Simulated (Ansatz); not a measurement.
Crystal: Ir.

```xyz
2
Lattice="2.7514 0.0000 0.0000 -1.3757 2.3828 0.0000 0.0000 0.0000 4.4623" Properties=species:S:1:pos:R:3 pbc="T T T"
Ir    0.0000    1.5885    1.1156
Ir    1.3757    0.7943    3.3467
```

This isn't the form of Ir at room conditions, which is fcc.

| Quantity | Value |
| --- | --- |
| Program | Ansatz 0.2.0 |
| Task | relaxation of cell and atoms |
| Functional | B3LYP |
| Potentials or basis | Ansatz PAW |
| Cutoff | 420 eV (not typed: the program's choice for these potentials) |
| k mesh | 6 × 6 × 3 |
| Occupations | fermi-dirac, width 0.05 eV |
| Spin | no spin polarisation |

At the start: volume 14.63 Å³/atom.

**Question.** How do energy, volume and symmetry change on relaxing?

**Answer.** It ends after 5 steps and the volume is 14.72 Å³/atom (+0.6 %); space group P6_3/mmc (No. 194, to 0.05 Å).

The path:
| step | energy change (eV) | largest force (eV/Å) | volume (Å³) |
| --- | --- | --- | --- |
| 1 | 0.0000 | 0.0000 | 29.25 |
| 2 | -0.0278 | 0.0000 | 29.54 |
| 3 | -0.0285 | 0.0000 | 29.42 |
| 4 | -0.0285 | 0.0000 | 29.43 |
| 5 | -0.0285 | 0.0000 | 29.43 |

Final structure:
```
CELL_PARAMETERS angstrom
2.78508 0.00000 0.00000
-1.39254 2.41195 0.00000
0.00000 0.00000 4.38157
ATOMIC_POSITIONS crystal
Ir 0.33333 0.66667 0.25000
Ir 0.66667 0.33333 0.75000
```

Caveat: the k mesh is coarse (spacing up to 0.47 Å⁻¹), so the values aren't converged, least of all with exact exchange; the plane-wave basis is chosen anew once the cell has moved, so the energies of steps on either side of that aren't comparable; the PAW data sets come from PBE, with cores solved anew for the run's functional, which leaves a small shift of forces and pressure.
